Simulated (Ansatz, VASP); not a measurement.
# BeTe in VASP and in Ansatz

```
Be Te
1.0
     0.00000    2.82862    2.82862
     2.82862    0.00000    2.82862
     2.82862    2.82862    0.00000
Be Te
1 1
Direct
  0.00000 0.00000 0.00000
  0.25000 0.25000 0.25000
```

The cell was built by a generator and needn't be a form met in nature.

Alike in both runs: task single point; functional PBE; k mesh 8 × 8 × 8; occupations fermi-dirac, width 0.02 eV; no spin polarisation.

|  | VASP | Ansatz |
| --- | --- | --- |
| version | VASP 6.6.1 | Ansatz 0.2.0 |
| potentials or method | VASP PAW PBE potentials, release 64 (Be, Te) | plane waves, PAW |
| plane-wave cutoff (eV) | 520 | 420 |
| valence electrons in the cell | 8 | 18 |

Ansatz gave:

* gap on the k mesh at the Fermi level (eV): 2.02
* pressure (GPa): 0.2

Q: What did VASP give for the same quantities?

A: gap on the k mesh at the Fermi level (eV): 2.01; pressure (GPa): 0.3.

The two sets of potentials don't hold the same shells in valence.

Caveats: spin-orbit coupling is left out, which moves the levels of the heavy elements. A k mesh can miss the band edges.
